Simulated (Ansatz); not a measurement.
Gd, one cell by several methods

```xyz
1
Lattice="-2.0230 2.0230 2.0230 2.0230 -2.0230 2.0230 2.0230 2.0230 -2.0230" Properties=species:S:1:pos:R:3 pbc="T T T"
Gd    0.0000    0.0000    0.0000
```

The cell was built from the bcc type and relaxed in the same program, and has space group Im-3m; it needn't be a known or the stable phase.

Semilocal functionals without a Hubbard term describe localised f shells poorly; where the shell is localised, the real material differs.

The magnetic state is the one reached from the start moments; no search over orders was made, so it needn't be the ground state.

No spin–orbit coupling, which matters for the heavy atoms here.

Methods: DFT, PBE, PAW with Ansatz's default frozen-core files, scalar-relativistic (Ansatz 0.2.0); DFT, PBE, all-electron PAW with datasets made for the crystal, scalar-relativistic (Ansatz 0.2.0); DFT, PBE, all-electron LAPW, scalar-relativistic (Ansatz 0.2.0).

For PAW: a Γ-centred 13×13×13 k mesh, Fermi–Dirac smearing of 0.05 eV, cutoff 420 eV, spin-polarised from start moments Gd 7 μB. The crystal-made all-electron datasets (AE datasets) take a cutoff of 280 eV at this cell. LAPW targets a basis error of 0.25 meV/atom. The Ansatz runs share mesh, smearing and spin set-up. Plane-wave (PAW) pressures include the program's estimate of the Pulay term.

Stress and pressure are positive in compression.

Levels count from the Fermi level.

```
                              quantity     PAW  AE datasets    LAPW
                        pressure (GPa)    0.01         0.01    0.01
               moment of the cell (μB)   7.644        7.641   7.641
highest filled spin-up level at P (eV)  -0.357       -0.356  -0.356
  lowest empty spin-up level at P (eV)   4.312        4.315   4.315
highest filled spin-up level at Γ (eV)  -4.641       -4.637  -4.637
  lowest empty spin-up level at Γ (eV)   1.277        1.280   1.280
```

PAW's pressure differs from the LAPW value by about 0.01 GPa or less.
